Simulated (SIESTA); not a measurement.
Runs of SIESTA 5.4.2 on TiC. It takes space group Fm-3m (No. 225, cubic). Conventional cell: a = 4.331 Å, b = 4.331 Å, c = 4.331 Å, α = 90.00°, β = 90.00°, γ = 90.00°. Ti (site symmetry m-3m) is surrounded by 6 C at 2.17 Å. C (site symmetry m-3m) is surrounded by 6 Ti at 2.17 Å. The cell is a database's computed one.

```tsv
potentials or basis	gap on the mesh (eV)	pressure (GPa)
PseudoDojo 0.5 standard (PBE files), DZP (energy shift 0.003 Ry; two zetas on semicore shells)	none	1.2
SG15 1.2 (PBE files) or PseudoDojo by element, DZP (energy shift 0.003 Ry; two zetas on semicore shells)	none	2.2
Ansatz (PBE files), DZP (energy shift 0.003 Ry; two zetas on semicore shells)	none	0.5
PseudoDojo 0.4 stringent (PBE files), DZP (energy shift 0.003 Ry; two zetas on semicore shells)	none	1.2
SPMS 1.0 (PBE files) or PseudoDojo by element, DZP (energy shift 0.003 Ry; two zetas on semicore shells)	none	(a)
PseudoDojo 0.4 standard (PBE files), DZP (energy shift 0.003 Ry; two zetas on semicore shells)	none	1.2
```

Alike in all rows: task band structure; level PBE; no spin polarisation; cell as given; k mesh 6 × 6 × 6; smearing fermi-dirac 0.05 eV; grid cutoff 800 Ry; energy shift 0.003 Ry.

Question: Estimate the missing entries.

Answer: (a) 1.6.

Caveats: the basis of atomic orbitals isn't converged, which shifts pressures, moduli and gaps.

A gap of «none» marks a metal or a gap under the smearing width.
